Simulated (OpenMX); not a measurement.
**WC (Qusongite) under changes of volume**

One of the cells (10.376 Å³/atom); the others are scaled copies at fixed shape and fractional positions:

```
CELL_PARAMETERS angstrom
2.90650 0.00000 0.00000
-1.45325 2.51710 0.00000
0.00000 0.00000 2.83660
ATOMIC_POSITIONS crystal
W 0.00000 0.00000 0.00000
C 0.66667 0.33333 0.50000
```

```yaml
Program: OpenMX 3.8.5
Functional: PBE
Potentials_or_basis: OpenMX 2013 PBE set, W7.0-s3p2d2f1, C6.0-s2p2d1, fixed grid of 30 × 30 × 35 points
k_mesh: 11 × 11 × 9
Occupations: fermi-dirac, width 0.05 eV
Spin: no spin polarisation
```

```csv
volume (Å³/atom),energy over the lowest point (meV/atom),largest force (eV/Å)
9.754,?,?
9.961,40.06,0.041
10.169,15.41,0.041
10.376,2.44,0.040
10.584,0.00,0.040
10.791,7.01,0.039
10.999,22.56,0.039
```

What does the run at 9.754 Å³/atom give?

Energy over the lowest point 77.75 meV/atom; largest force 0.041 eV/Å.

Worked out: A Birch-Murnaghan fit of order 3 (a polynomial in V^(-2/3)) to the other rows has its minimum at 10.53 Å³/atom with B0 = V·E''(V) = 380 GPa and B' = 4.3 at fixed shape and positions, which overstates the stiffness. It gives 77.56 meV/atom at 9.754 Å³/atom, against the run's 77.75.

Energies are extrapolated to zero smearing.

Caveats: the basis of atomic orbitals isn't converged, which shifts pressures, moduli and gaps.
